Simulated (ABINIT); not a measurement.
# Bi (R-3m) in ABINIT: notebook

One crystal, Bi, is run at these levels: PBE; tasks: single point.

Program: ABINIT 10.8.3 (patched build). These are calculated values, not measurements. Logs are shortened: lines on timing, memory, paths and dates and some standing lists are left out, and cuts for length are marked. The log counts tension as positive stress, the text compression.

## (1) The undisturbed crystal

It takes space group R-3m (No. 166, trigonal). The conventional cell has a = 4.535 Å, b = 4.535 Å, c = 11.814 Å, α = 90.00°, β = 90.00°, γ = 120.00°. Bi (site symmetry 3m) is surrounded by 6 Bi at 3.06 to 3.52 Å.

## (2) Single point, PBE, 35.07 Å³/atom (uniaxial strain of 0 %)

Contents of run.abi:

```
pp_dirpath "./"
pseudos "Bi.GGA_PBE-JTH.xml"

acell 3*1.0
rprim
     4.2849539876     2.4739193382     7.4417414788
    -4.2849539876     2.4739193382     7.4417414788
     0.0000000000    -4.9478386764     7.4417414788
ntypat 1
znucl 83
natom 2
typat 1 1
xred
     0.7660000000     0.7660000000     0.7660000000
     0.2340000000     0.2340000000     0.2340000000

ecut 22.0
pawecutdg 44.0
pawxcdev 0

kptopt 1
ngkpt 7 7 7
nshiftk 1
shiftk 0.0 0.0 0.0

ixc 11

nband 19
occopt 3
tsmear 0.05 eV

nstep 100
tolvrs 1.0e-9

iomode 3
prtwf 0
prtden 0
prteig 0
prtebands 0
enunit 1
```

Potentials or basis: JTH PAW PBE v2.0.

Started as:

```sh
> abinit run.abi > log 2>&1
```

run.abo:

```text
.Version 10.8.3 of ABINIT
 Symmetries : space group R-3 m (#166); Bravais hR (rhombohedral)
================================================================================
 Values of the parameters that define the memory need of the present run
     intxc =       0    ionmov =       0      iscf =      17    lmnmax =      18
     lnmax =       6     mgfft =      40  mpssoang =       3    mqgrid =    3001
     natom =       2  nloc_mem =       2    nspden =       1   nspinor =       1
    nsppol =       1      nsym =      12    n1xccc =       1    ntypat =       1
    occopt =       3   xclevel =       2
       mpw =        2353          nfft =       64000          nkpt =          44
 PAW method is used; the additional fine FFT grid is defined by:
   mgfftf=        54    nfftf =    157464
================================================================================
================================================================================

--------------------------------------------------------------------------------
------------- Echo of variables that govern the present computation ------------
--------------------------------------------------------------------------------
 -outvars: echo values of preprocessed input variables --------
            acell      1.0000000000E+00  1.0000000000E+00  1.0000000000E+00 Bohr
              amu      2.08980370E+02
             ecut      2.20000000E+01 Hartree
           enunit           1
              ixc          11
         kptrlatt        7    0    0      0    7    0      0    0    7
          kptrlen      5.99893558E+01
            natom           2
            nband          19
            ngfft          40      40      40
          ngfftdg          54      54      54
             nkpt          44
            nstep         100
             nsym          12
           ntypat           1
           occopt           3
        pawecutdg      4.40000000E+01 Hartree
         pawxcdev           0
           prtden           0
        prtebands           0
           prteig           0
            prtwf           0
            rprim      4.2849539876E+00  2.4739193382E+00  7.4417414788E+00
                      -4.2849539876E+00  2.4739193382E+00  7.4417414788E+00
                       0.0000000000E+00 -4.9478386764E+00  7.4417414788E+00
          spgroup         166
           tolvrs      1.00000000E-09
           tsmear      1.83746611E-03 Hartree
            typat      1  1
           useylm           1
           xangst     -6.9118748466E-17  3.1638029746E-17  9.0495239939E+00
                      -2.1876098812E-18 -4.8624024627E-17  2.7644759981E+00
            xcart     -1.3061550477E-16  5.9787211384E-17  1.7101121918E+01
                      -4.1339835458E-18 -9.1886089684E-17  5.2241025181E+00
             xred      7.6600000000E-01  7.6600000000E-01  7.6600000000E-01
                       2.3400000000E-01  2.3400000000E-01  2.3400000000E-01
            znucl       83.00000
[... 118 lines left out ...]
       0.766000000000      0.766000000000      0.766000000000
       0.234000000000      0.234000000000      0.234000000000
 rms dE/dt=  2.9904E-02; max dE/dt=  2.9904E-02; dE/dt below (all hartree)
    1       0.029904484769      0.029904484769      0.029904484769
    2      -0.029904484769     -0.029904484769     -0.029904484769

 cartesian coordinates (angstrom) at end:
    1     -0.00000000000000     0.00000000000000     9.04952399388954
    2     -0.00000000000000    -0.00000000000000     2.76447599813336

 cartesian forces (hartree/bohr) at end:
    1     -0.00000000000000    -0.00000000000000    -0.00401847939148
    2      0.00000000000000     0.00000000000000     0.00401847939148
 frms,max,avg= 2.3200702E-03 4.0184794E-03   0.000E+00  0.000E+00  0.000E+00 h/b

 cartesian forces (eV/Angstrom) at end:
    1     -0.00000000000000    -0.00000000000000    -0.20663851856089
    2      0.00000000000000     0.00000000000000     0.20663851856089
 frms,max,avg= 1.1930280E-01 2.0663852E-01   0.000E+00  0.000E+00  0.000E+00 e/A
 length scales=  1.000000000000  1.000000000000  1.000000000000 bohr
              =  0.529177210544  0.529177210544  0.529177210544 angstroms
 Fermi (or HOMO) energy (eV) =   6.25967   Average Vxc (eV)=  -8.87265
 Eigenvalues (   eV  ) for nkpt=  44  k points:
 kpt#   1, nband= 19, wtk=  0.00292, kpt=  0.0000  0.0000  0.0000 (reduced coord)
 -16.58414  -16.58414  -16.43549  -16.43549  -16.41922  -16.24915  -16.23655  -16.23655
 -16.10782  -16.10782   -6.76884   -1.09795    4.87489    5.12921    5.12921    8.85419
   9.32656    9.32656   12.02654
 prteigrs : prtvol=0 or 1, do not print more k-points.

--- !EnergyTerms
iteration_state     : {dtset: 1, }
comment             : Components of total free energy in Hartree
kinetic             :  9.38067014761646E+00
hartree             :  3.99241616342326E+01
xc                  : -5.08974268676939E+00
Ewald energy        : -1.02660380873143E+02
psp_core            :  3.54484737347485E+00
local_psp           : -1.29194479631772E+02
PAW spherical_terms :  3.97859486456487E+01
internal            : -1.44308975390713E+02
'-kT*entropy'       : -4.92282175552803E-05
total_energy        : -1.44309024618930E+02
total_energy_eV     : -3.92684860768649E+03
...

--- !EnergyTermsDC
iteration_state     : {dtset: 1, }
comment             : '"Double-counting" decomposition of free energy'
band_energy         : -1.17236418608867E+01
Ewald energy        : -1.02660380873143E+02
psp_core            :  3.54484737347485E+00
xc_dc               : -3.92875220674413E+01
PAW spherical_terms :  5.81771454312971E+00
internal            : -1.44308982884867E+02
'-kT*entropy'       : -4.92282175552803E-05
total_energy_dc     : -1.44309032113084E+02
total_energy_dc_eV  : -3.92684881161282E+03
...

--- !EnergyTermsWithPAWCore
iteration_state     : {dtset: 1, }
comment             : 'Components of total free energy, including PAW core contributions'
Total energy        : -4.30618248752114E+04
Total energy DC     : -4.30618248827055E+04
Total energy (eV)   : -1.17177194913617E+06
Total energy DC (eV): -1.17177194934010E+06
...

 Cartesian components of stress tensor (hartree/bohr^3)
  sigma(1 1)= -7.35471989E-05  sigma(3 2)=  0.00000000E+00
  sigma(2 2)= -7.35471988E-05  sigma(3 1)=  0.00000000E+00
  sigma(3 3)= -6.64858399E-05  sigma(2 1)=  0.00000000E+00

-Cartesian components of stress tensor (GPa)         [Pressure=  2.0946E+00 GPa]
- sigma(1 1)= -2.16383330E+00  sigma(3 2)=  0.00000000E+00
- sigma(2 2)= -2.16383330E+00  sigma(3 1)=  0.00000000E+00
- sigma(3 3)= -1.95608094E+00  sigma(2 1)=  0.00000000E+00

== END DATASET(S) ==============================================================
================================================================================

 -outvars: echo values of variables after computation  --------
            acell      1.0000000000E+00  1.0000000000E+00  1.0000000000E+00 Bohr
           etotal     -1.4430903211E+02
            fcart     -4.4787342963E-19 -2.9630263468E-19 -4.0184793915E-03
                       4.4787342963E-19  2.9630263468E-19  4.0184793915E-03
            rprim      4.2849539876E+00  2.4739193382E+00  7.4417414788E+00
                      -4.2849539876E+00  2.4739193382E+00  7.4417414788E+00
                       0.0000000000E+00 -4.9478386764E+00  7.4417414788E+00
           strten     -7.3547198860E-05 -7.3547198824E-05 -6.6485839927E-05
                       0.0000000000E+00  0.0000000000E+00  0.0000000000E+00
           xangst     -6.9118748466E-17  3.1638029746E-17  9.0495239939E+00
                      -2.1876098812E-18 -4.8624024627E-17  2.7644759981E+00
             xred      7.6600000000E-01  7.6600000000E-01  7.6600000000E-01
                       2.3400000000E-01  2.3400000000E-01  2.3400000000E-01
 Calculation completed.
```

It took 75 s on 1 thread of Arm Neoverse V2, shared host; peak memory 0.18 GiB.

What came out:

```yaml
Free_energy: -3926.8488 eV
Pressure: 2.1 GPa
Largest_force: 0.207 eV/Å
Band_gap_on_the_k_mesh: 0.27 eV, indirect (least direct gap 0.53 eV)
Valence_electrons_inside_the_program's_atomic_spheres: Bi 12.17 (radii [1.2765] Å)
```

Caveat: spin-orbit coupling is left out, which as a rule narrows the gap of such compounds by several tenths of an eV; an odd mesh through Γ misses points on the zone boundary, where band edges often lie.

## (3) Single point, PBE, 33.67 Å³/atom (uniaxial strain of -4 %)

Changes to run.abi since step 2:

```diff
@@ -5,5 +5,5 @@
 rprim
-     4.2849539876     2.4739193382     7.4417414788
-    -4.2849539876     2.4739193382     7.4417414788
-     0.0000000000    -4.9478386764     7.4417414788
+     4.2849539876     2.4739193382     7.1440718196
+    -4.2849539876     2.4739193382     7.1440718196
+     0.0000000000    -4.9478386764     7.1440718196
 ntypat 1
@@ -15,2 +15,5 @@
      0.2340000000     0.2340000000     0.2340000000
+chkprim 0
+chksymtnons 0
+tolsym 1.0e-6
```

Potentials or basis: JTH PAW PBE v2.0.

Started as:

```sh
> abinit run.abi > log 2>&1
```

Run time: 72 s. Hardware: 1 thread of Arm Neoverse V2, shared host; peak memory 0.18 GiB.

Results (log left out):

| Property | Result |
| --- | --- |
| Free energy | -3926.7918 eV |
| Pressure | 4.2 GPa |
| Largest force | 0.432 eV/Å |
| Band gap on the k mesh | 0.29 eV, indirect (least direct gap 0.59 eV) |
| Valence electrons inside the program's atomic spheres | Bi 12.20 (radii [1.2765] Å) |

Caveat: spin-orbit coupling is left out, which as a rule narrows the gap of such compounds by several tenths of an eV; an odd mesh through Γ misses points on the zone boundary, where band edges often lie.
